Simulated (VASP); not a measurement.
Output of a VASP run:

File OSZICAR:
```
       N       E                     dE             d eps       ncg     rms          rms(c)
DAV:   1     0.178886384221E+03    0.17889E+03   -0.14268E+04   512   0.156E+03
DAV:   2    -0.111740387565E+02   -0.19006E+03   -0.18522E+03   648   0.309E+02
DAV:   3    -0.187587104686E+02   -0.75847E+01   -0.75747E+01   688   0.723E+01
DAV:   4    -0.189148143220E+02   -0.15610E+00   -0.15609E+00   640   0.877E+00
DAV:   5    -0.189222767948E+02   -0.74625E-02   -0.74624E-02   712   0.131E+00    0.844E+00
DAV:   6    -0.171107086993E+02    0.18116E+01   -0.10148E+01   512   0.247E+01    0.418E+00
DAV:   7    -0.171037758956E+02    0.69328E-02   -0.36370E-01   656   0.558E+00    0.209E+00
DAV:   8    -0.171214112400E+02   -0.17635E-01   -0.60115E-02   576   0.303E+00    0.275E-01
DAV:   9    -0.171304341412E+02   -0.90229E-02   -0.14187E-02   624   0.883E-01    0.150E-01
DAV:  10    -0.171331256159E+02   -0.26915E-02   -0.39793E-03   536   0.469E-01    0.438E-02
DAV:  11    -0.171331169786E+02    0.86373E-05   -0.42714E-04   696   0.163E-01    0.216E-02
DAV:  12    -0.171331347350E+02   -0.17756E-04   -0.80442E-05   512   0.679E-02    0.280E-03
DAV:  13    -0.171331352382E+02   -0.50319E-06   -0.17787E-06   688   0.104E-02    0.227E-03
DAV:  14    -0.171331356651E+02   -0.42694E-06   -0.12636E-07   456   0.315E-03    0.344E-04
DAV:  15    -0.171331357508E+02   -0.85673E-07   -0.46178E-08   440   0.182E-03
   1 F= -.17133136E+02 E0= -.17133136E+02  d E =-.986021E-11
```

**OUTCAR**
```
------------------------ aborting loop because EDIFF is reached ----------------------------------------
  FORCE on cell =-STRESS in cart. coord.  units (eV):
  Direction    XX          YY          ZZ          XY          YZ          ZX
  --------------------------------------------------------------------------------------
  Total       -0.0851495     -0.0851495     -0.0851495     -0.0000000      0.0000000     -0.0000000
  in kB       -2.1944439     -2.1944439     -2.1944439     -0.0000000      0.0000000     -0.0000000
  external PRESSURE =      -2.1944439 kB  Pullay stress =       0.0000000 kB
  volume of cell :       62.17
      direct lattice vectors                 reciprocal lattice vectors
     0.000000000  3.144218382  3.144218382    -0.159022033  0.159022033  0.159022033
     3.144218382  0.000000000  3.144218382     0.159022033 -0.159022033  0.159022033
     3.144218382  3.144218382  0.000000000     0.159022033  0.159022033 -0.159022033
 POSITION                                       TOTAL-FORCE (eV/Angst)
 -----------------------------------------------------------------------------------
      0.00000      0.00000      0.00000         0.000000      0.000000      0.000000
      1.57211      1.57211      1.57211        -0.000000     -0.000000     -0.000000
      4.71633      4.71633      4.71633         0.000000      0.000000     -0.000000
 -----------------------------------------------------------------------------------
    total drift:                                0.000000      0.000000      0.000000
  FREE ENERGIE OF THE ION-ELECTRON SYSTEM (eV)
  ---------------------------------------------------
  free  energy   TOTEN  =       -17.1331357508 eV

  energy  without entropy=      -17.1331357508  energy(sigma->0) =      -17.13313575
```
(Selected blocks of OUTCAR.)

### POSCAR
```
BaF2
1
    0.0000000000     3.1442183820     3.1442183820
    3.1442183820     0.0000000000     3.1442183820
    3.1442183820     3.1442183820     0.0000000000
Ba F
1 2
Direct
  0.0000000000   0.0000000000   0.0000000000
  0.2500000000   0.2500000000   0.2500000000
  0.7500000000   0.7500000000   0.7500000000
```

### Question
Write an INCAR and KPOINTS that could have produced this output.

### Answer
One answer among several that fit: the input of the run itself, PBE GGA, plane waves, VASP's PBE PAW potentials (set 64).

KPOINTS:
```
Automatic mesh
0
Gamma
6 6 6
0 0 0
```

INCAR:
```
ENCUT  =  600
LWAVE  =  .FALSE.
LREAL  =  .FALSE.   ! projection in real space or not
NELM  =  100   ! most electronic steps
EDIFF  =  1E-7   ! SCF stop (eV)
GGA  =  PE   ! PBE
LASPH  =  .TRUE.
ALGO  =  Normal   ! blocked Davidson
LMAXMIX  =  4   ! l cut-off of mixed one-centre charges
SYSTEM  =  BaF2
PREC  =  Accurate
SIGMA  =  0.05   ! width (eV)
ISIF  =  2
LCHARG  =  .FALSE.
ISMEAR  =  0
```

POTCAR, in this order: Ba_sv F (PBE.64 set). Program: vasp_std.

The compound is BaF2 in the fluorite structure. It was relaxed first.
